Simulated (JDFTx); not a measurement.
## BaTe under changes of volume

One of the cells (39.652 Å³/atom); the others are scaled copies at fixed shape and fractional positions:

```xyz
2
Lattice="0.0000 3.4100 3.4100 3.4100 0.0000 3.4100 3.4100 3.4100 0.0000" Properties=species:S:1:pos:R:3 pbc="T T T"
Ba    0.0000    0.0000    0.0000
Te    3.4100    3.4100    3.4100
```

```yaml
Program: JDFTx 1.7.0 (patched build)
Functional: LDA
Potentials_or_basis: PseudoDojo-SR-LDA-0.4.1-standard with smoothed tails
Cutoff: 1088 eV
Density_cutoff: 8708 eV
k_mesh: 7 × 7 × 7
Occupations: fermi-dirac, width 0.05 eV
Spin: no spin polarisation
```

```tsv
volume (Å³/atom)	energy over the lowest point (meV/atom)	pressure (GPa)	gap on the mesh (eV)
37.273	36.50	3.7	1.15
38.066	20.63	2.7	1.21
38.859	9.57	1.8	1.26
39.652	2.84	0.9	1.31
40.445	0.00	0.2	1.36
41.238	0.66	-0.5	1.40
42.031	?	?	?
```

**Question.** What does the run at 42.031 Å³/atom give?

**Answer.** Energy over the lowest point 4.46 meV/atom; pressure -1.1 GPa; gap on the mesh 1.44 eV.

Worked out: A Birch-Murnaghan fit of order 3 (a polynomial in V^(-2/3)) to the other rows has its minimum at 40.68 Å³/atom with B0 = V·E''(V) = 35 GPa and B' = 4.4. It gives 4.47 meV/atom at 42.031 Å³/atom, against the run's 4.46, and -dE/dV = -1.1 GPa, against -1.1. A straight line through the other rows of the gap, of slope 2.47 eV per unit of ln V, extrapolates to 1.45 eV, against the run's 1.44.

Energies are extrapolated to zero smearing.

Caveats: this release of the barium file is off; spin-orbit coupling is left out, which moves the levels of the heavy elements; an odd mesh through Γ misses points on the zone boundary, where band edges often lie.
